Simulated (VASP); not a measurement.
# SnO: convergence, self-consistent run

SnO, P4/nmm (no. 129), 4 atoms in the cell. VdW-DF-cx; PAW potentials Sn_d, O (PBE set). VASP 6.6.1.

Wanted: levels at the zone centre within 0.05 eV.

What the run is for: levels; Accuracy asked: screening.

Levels at the zone centre: counted from the valence top at that point.

POSCAR:
```
SnO
1.0
    3.8136952200      0.0000000000      0.0000000000
    0.0000000000      3.8136952200      0.0000000000
    0.0000000000      0.0000000000      4.8869133000
Sn O
2 2
Direct
    0.5000000000      0.0000000000      0.7646261400
    0.0000000000      0.5000000000      0.2353738600
    0.0000000000      0.0000000000      0.0000000000
    0.5000000000      0.5000000000      0.0000000000
```

The series start from Plane-wave cutoff (eV): 520; k-point mesh: 6 × 6 × 5; Precision mode (PREC): Accurate; Electronic threshold (eV): 1e-6; Bands in all (NBANDS): 32; Aspherical gradient terms in the spheres (LASPH): yes; Electronic algorithm: ALGO=Normal; Density mixing: defaults; Support grid and gradient cutoff: ADDGRID=False GGA_COMPAT=False. Each series keeps the choices made before it, and each single choice may use up half of a tolerance.

## Plane-wave cutoff (eV)

| Plane-wave cutoff (eV) | Levels at the zone centre, largest deviation (eV) | SCF iterations | Time (s) |
|---|---|---|---|
| 320 | 0.043 | 14 | 28 |
| 400 | 0.008 | 13 | 33 |
| 460 | 0.001 | 13 | 35 |
| 520 | 0.001 | 13 | 43 |
| 600 | 0.001 | 13 | 52 |
| 700 | 0.000 | 13 | 93 |
| 840 (reference) | 0.000 | 13 | 94 |

Chosen: 400, the loosest value from which every tighter one stays within half of the tolerance.

## k-point mesh

| k-point mesh | Levels at the zone centre, largest deviation (eV) | SCF iterations | Time (s) |
|---|---|---|---|
| 2 × 2 × 2 | 0.042 | 13 | 15 |
| 3 × 3 × 2 | 0.011 | 13 | 21 |
| 3 × 3 × 3 | 0.013 | 14 | 26 |
| 4 × 4 × 3 | 0.000 | 13 | 25 |
| 5 × 5 × 4 | 0.000 | 14 | 42 |
| 6 × 6 × 5 | 0.001 | 13 | 33 |
| 7 × 7 × 6 | 0.000 | 14 | 54 |
| 9 × 9 × 7 | 0.000 | 14 | 57 |
| 11 × 11 × 9 (reference) | 0.000 | 14 | 64 |

Chosen: 3 × 3 × 2.

## Precision mode (PREC)

| Precision mode (PREC) | Levels at the zone centre, largest deviation (eV) | SCF iterations | Time (s) |
|---|---|---|---|
| Low | 0.002 | 13 | 3.8 |
| SingleN | 0.006 | 13 | 3.1 |
| Normal | 0.001 | 13 | 8.2 |
| Accurate (reference) | 0.000 | 13 | 21 |

Chosen: Low.

## Electronic threshold (eV)

| Electronic threshold (eV) | Levels at the zone centre, largest deviation (eV) | SCF iterations | Time (s) |
|---|---|---|---|
| 0.001 | 0.001 | 11 | 3.2 |
| 0.0001 | 0.001 | 12 | 3.3 |
| 1e-5 | 0.001 | 13 | 3.6 |
| 1e-6 | 0.001 | 13 | 3.8 |
| 1e-7 | 0.000 | 15 | 4.1 |
| 1e-8 (reference) | 0.000 | 18 | 4.5 |

Chosen: 0.001.

## Bands in all (NBANDS)

| Bands in all (NBANDS) | Levels at the zone centre, largest deviation (eV) | SCF iterations | Time (s) |
|---|---|---|---|
| 21 | 0.007 | 11 | 2.7 |
| 22 | 0.009 | 11 | 2.7 |
| 24 | 0.010 | 12 | 3.0 |
| 26 | 0.007 | 11 | 2.9 |
| 32 | 0.007 | 11 | 3.2 |
| 44 (reference) | 0.000 | 10 | 3.2 |

Chosen: 21.

## Aspherical gradient terms in the spheres (LASPH)

| Aspherical gradient terms in the spheres (LASPH) | Levels at the zone centre, largest deviation (eV) | SCF iterations | Time (s) |
|---|---|---|---|
| yes | 0.000 | 11 | 2.7 |
| no | 0.001 | 11 | 2.2 |

Chosen: yes; no other choice that stays within half of the tolerance saves 30 % of the time.

## Electronic algorithm

| Electronic algorithm | Levels at the zone centre, largest deviation (eV) | SCF iterations | Time (s) |
|---|---|---|---|
| ALGO=Normal | 0.000 | 11 | 2.7 |
| ALGO=Fast | 0.010 | 12 | 3.0 |
| ALGO=VeryFast | 2.457 | 18 | 3.0 |
| ALGO=All ISEARCH=1 | 0.002 | 13 | 4.8 |
| ALGO=All ISEARCH=0 | 0.002 | 13 | 4.7 |
| ALGO=Damped TIME=0.4 | 0.001 | 22 | 5.2 |
| ALGO=Damped TIME=0.1 | 0.001 | 35 | 7.9 |

Chosen: ALGO=Normal.

## Density mixing

| Density mixing | Levels at the zone centre, largest deviation (eV) | SCF iterations | Time (s) |
|---|---|---|---|
| defaults | 0.000 | 11 | 2.7 |
| MAXMIX=-10 | 0.000 | 11 | 3.0 |
| AMIX=0.4 IMIX=1 | 0.008 | 10 | 2.7 |
| AMIX=0.1 | 0.023 | 13 | 3.5 |
| AMIN=0.01 | 0.000 | 11 | 2.9 |
| BMIX=0.0001 | 0.003 | 11 | 2.8 |
| WC=0 | 0.004 | 11 | 2.7 |

Chosen: defaults.

## Support grid and gradient cutoff

| Support grid and gradient cutoff | Levels at the zone centre, largest deviation (eV) | SCF iterations | Time (s) |
|---|---|---|---|
| ADDGRID=False GGA_COMPAT=False | 0.000 | 11 | 2.7 |
| ADDGRID=True GGA_COMPAT=False | 0.000 | 11 | 2.7 |
| ADDGRID=False GGA_COMPAT=True | 0.000 | 11 | 2.7 |

Chosen: ADDGRID=False GGA_COMPAT=False.

## All choices together

| Input | Levels at the zone centre, largest deviation (eV) | Time (s) |
|---|---|---|
| the program's defaults (naive) | 0.005 | 13 |
| chosen settings | 0.018 | 2.7 |
| reference settings throughout | 0.000 | 158 |

The tolerance is met.

Values of the reference run: Levels at the zone centre: -3.128, 0, 2.07 eV from the valence top at Gamma.

## The input

INCAR:
```
SYSTEM = SnO
GGA = CX
LUSE_VDW = .True.
AGGAC = 0.0
ISMEAR = 0
SIGMA = 0.03
LWAVE = .False.
LCHARG = .False.
ISIF = 2
PREC = Low
LASPH = .True.
LREAL = .False.
ALGO = Normal
EDIFF = 0.001
NELM = 120
GGA_COMPAT = .False.
ENCUT = 400
EFERMI = MIDGAP
KPAR = 2
NBANDS = 21
ADDGRID = .False.
```

KPOINTS:
```
Automatic mesh
0
Gamma
  3 3 2
  0 0 0
```

Commands:
```
cat potpaw_PBE.64/Sn_d/POTCAR potpaw_PBE.64/O/POTCAR > POTCAR
mpirun -np 2 vasp_std > vasp.out
```

The naive input happens to agree within the tolerance here, in 13 s.

The chosen input took VASP 6.6.1 2.7 s on 2 cores (Intel Xeon 6975P-C (Granite Rapids)), a shared host.

## An input that fails: mixing far too strong

VASP's message: ERROR FEXCP: supplied Exchange-correletion table is too small, maximal index : 6174.

Changes against the starting input:
```
- NELM = 120
+ NELM = 88
+ IMIX = 1
+ AMIX = 2.5
+ BMIX = 0.0001
```
